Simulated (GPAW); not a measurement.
Crystal: PtS2.

```
Pt S
1.0
     3.54320    0.00000    0.00000
    -1.77160    3.06850    0.00000
     0.00000    0.00000    5.03880
Pt S
1 2
Cartesian
  0.0000 0.0000 0.0000
  1.7716 1.0228 3.8950
  0.0000 2.0457 1.1438
```

* Program: GPAW 26.7.0
* Task: relaxation of cell and atoms
* Functional: PBEsol
* Dispersion: D3(BJ)
* Potentials or basis: PAW data sets generated in the run's folder for this functional
* Cutoff: 600 eV
* Basis: pw
* k mesh: 6 × 6 × 4
* Occupations: fermi-dirac, width 0.05 eV
* Spin: no spin polarisation

At the start: pressure 3.1 GPa; volume 18.26 Å³/atom.

How do energy, volume and symmetry change on relaxing?

Over 14 steps the energy falls by 58.4 meV/atom and the volume is 16.14 Å³/atom (-11.6 %); space group P-3m1 (No. 164, to 0.05 Å).

Step by step:
```
step  energy change (eV)  largest force (eV/Å)  pressure (GPa)  volume (Å³)
   1              0.0000                0.9841            3.13        54.78
   2             -0.0277                0.7113            1.09        55.06
   3             -0.0556                0.1904           -2.47        55.40
   4             -0.0612                0.0957           -2.88        55.24
   5             -0.0819                0.1628           -3.12        53.99
   6             -0.0939                0.2080           -1.96        52.73
   7             -0.1016                0.1126           -0.15        51.68
   8             -0.1072                0.0093            1.11        51.14
   9             -0.1176                0.1826            2.58        50.39
  10             -0.1364                0.3759            4.09        49.15
  11             -0.1575                0.4107            4.41        47.68
  12             -0.1697                0.2800            2.08        48.14
  13             -0.1751                0.0544            0.23        48.40
  14             -0.1753                0.0025           -0.02        48.43
```

Final structure:
```
CELL_PARAMETERS angstrom
3.56044 0.00000 0.00000
-1.78022 3.08343 0.00000
0.00000 0.00000 4.41181
ATOMIC_POSITIONS crystal
Pt 0.00000 0.00000 0.00000
S 0.66667 0.33333 0.73064
S 0.33333 0.66667 0.26936
```

Caveat: later steps reuse the first step's grids; pairwise dispersion overbinds metals, which lowers pressure and volume.
